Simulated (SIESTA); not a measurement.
Crystal: Ca.

```
Ca
1.0
     0.00000    2.79420    2.79420
     2.79420    0.00000    2.79420
     2.79420    2.79420    0.00000
Ca
1
Direct
  0.00000 0.00000 0.00000
```

Base run:

* Program: SIESTA 5.4.2
* Functional: RPBE
* Potentials or basis: PseudoDojo 0.4 standard (PBE files)
* Basis: DZP (energy shift 0.003 Ry; two zetas on semicore shells; d shell added on Ca)
* Grid cutoff: 800 Ry
* Energy shift: 0.003 Ry
* k mesh: 8 × 8 × 8
* Occupations: fermi-dirac, width 0.05 eV
* Spin: no spin polarisation

Its results: band gap on the k mesh none (metal or under the smearing width); pressure 0.4 GPa.

Problem. The run is repeated on the same cell with these changes: functional from RPBE to PBE. What comes out?

Solution. Band gap on the k mesh none (metal or under the smearing width); pressure -0.4 GPa.

PBE binds more tightly than RPBE, so the same cell stands under less pressure.

Caveats: the basis of atomic orbitals isn't converged, which shifts pressures, moduli and gaps; the potentials were made for another functional, which shifts forces and pressure (some runs).

Not every run made on this cell is shown here.
